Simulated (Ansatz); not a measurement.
## Sb: do energies and stresses tell the same story?

The calculation used Ansatz 0.2.0, DFT r2SCAN, scalar-relativistic, plane waves, PAW.

Settings: cutoff 500 eV, Γ-centred mesh 12×12×12 on the computed 2-atom cell, Gaussian smearing of 0.10 eV; no spin polarisation.

Relaxed cell: R-3m, a = 4.341 Å, b = 4.341 Å, c = 11.608 Å, α = 90.00°, β = 90.00°, γ = 120.00°, 2 atoms in the primitive cell.

Energies at zero smearing and pressures from the stress tensor, at volumes with shape and atoms relaxed:
| V (Å³/atom) | E − E(first) (meV/atom) | P (GPa) |
| --- | --- | --- |
| 29.680 | 0.00 | 2.31 |
| 30.627 | -9.69 | 0.99 |
| 31.574 | -12.58 | 0.00 |
| 32.521 | -10.29 | -0.73 |
| 33.468 | -4.41 | -1.25 |

Question: Check P = −dE/dV between neighbouring volumes, and get the bulk modulus from the pressures alone.

Answer: With 1 eV/Å³ = 160.2 GPa:
```
middle V (Å³/atom)  −ΔE/ΔV (GPa) mean P (GPa)
            30.153         1.640         1.650
            31.100         0.488         0.494
            32.048        -0.387        -0.364
            32.995        -0.994        -0.990
```

The two differ by 0.02 GPa at most. The mean of two end pressures misses the average over a step by about ΔV² P″/12, up to 0.03 GPa here; with that taken off 0.02 GPa remains. Around V = 31.574 Å³/atom, the two neighbours give B = −V ΔP/ΔV = 31.574 × 1.72 / 1.894 = 28.6 GPa, against B0 = 28.4 GPa from the Birch–Murnaghan fit of the energies, which describes these points poorly (B0' = 9.5).

Cost: 6 runs of about 9.1 core-minutes in all, on Intel Xeon Platinum 8488C (Sapphire Rapids) (shared hosts).